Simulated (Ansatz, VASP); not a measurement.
# TaN in VASP and in Ansatz

```
CELL_PARAMETERS angstrom
0.00000 2.17900 2.17900
2.17900 0.00000 2.17900
2.17900 2.17900 0.00000
ATOMIC_POSITIONS crystal
Ta 0.50000 0.50000 0.50000
N 0.00000 0.00000 0.00000
```

Alike in both runs: task single point; functional r2SCAN; k mesh 18 × 18 × 18; occupations gaussian, width 0.15 eV; no spin polarisation.

```csv
,VASP,Ansatz
version,VASP 6.6.1,Ansatz 0.2.0
potentials or method,"VASP PAW PBE potentials, release 64 (Ta_pv, N)","scalar-relativistic, plane waves, PAW"
plane-wave cutoff (eV),520,500
valence electrons in the cell,16,18
```

Ansatz gave:

```
gap on the k mesh at the Fermi level (eV) : none
pressure (GPa)                            : 9.8
```

Question: Estimate VASP's values.

Answer: gap on the k mesh at the Fermi level (eV): none; pressure (GPa): 11.9.

A gap of «none» marks a metal or a gap that the smearing closes. The functional is the same, so the differences come from potentials, cutoffs and numerics. The two sets of potentials don't hold the same shells in valence.

Caveats: the PAW data sets were made with another functional, which shifts forces and pressure a little (VASP). The runs have no spin-orbit coupling, so splittings on Ta are missing.
